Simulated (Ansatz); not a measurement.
A run of Ansatz 0.2.0:

input.yaml

```yaml
crystal:
  lattice:
    - [4.3, 0.0, 0.0]
    - [-2.15, 3.7239092363, 0.0]
    - [0.0, 0.0, 7.02]
  atoms:
    - { symbol: Cd, position: [0.6666666667, 0.3333333333, 0.5] }
    - { symbol: Cd, position: [0.3333333333, 0.6666666667, 0.0] }
    - { symbol: Se, position: [0.6666666667, 0.3333333333, 0.885] }
    - { symbol: Se, position: [0.3333333333, 0.6666666667, 0.385] }
hamiltonian:
  xc: hse06
  pseudopotentials: { kind: paw }
kpoints:
  mp_grid: { grid: [4, 4, 2] }
  band_path:
    path:
      - [[0.0, 0.0, 0.0], [0.5, 0.0, 0.0], [0.3333333333, 0.3333333333, 0.0], [0.0, 0.0, 0.0], [0.0, 0.0, 0.5], [0.5, 0.0, 0.5], [0.3333333333, 0.3333333333, 0.5], [0.0, 0.0, 0.5]]
      - [[0.5, 0.0, 0.5], [0.5, 0.0, 0.0]]
      - [[0.3333333333, 0.3333333333, 0.0], [0.3333333333, 0.3333333333, 0.5]]
    npoints: 4
scf:
  occupations: { method: fermi_dirac, width: 0.05 }
  n_extra_bands: 10
output:
  forces: true
  stress: true
  eigenvalues: true
  fatbands: false
```

Potentials or basis: Ansatz PAW.

Launch:

```console
$ ansatz run input.yaml --threads 2 --pin off --max-ram 5632MiB --backend cpu --events-out ev --progress --plain --runs-dir out
```

Hardware: 2 threads of Arm Neoverse V1 (shared host).

Question: How long does it take, and how much memory?

Answer: Wall time 3.8 min on 2 threads of Arm Neoverse V1 (shared host), peak memory 1.1 GiB. Counts: scf iterations 14, plane waves 2189, k points 8, bands 46.
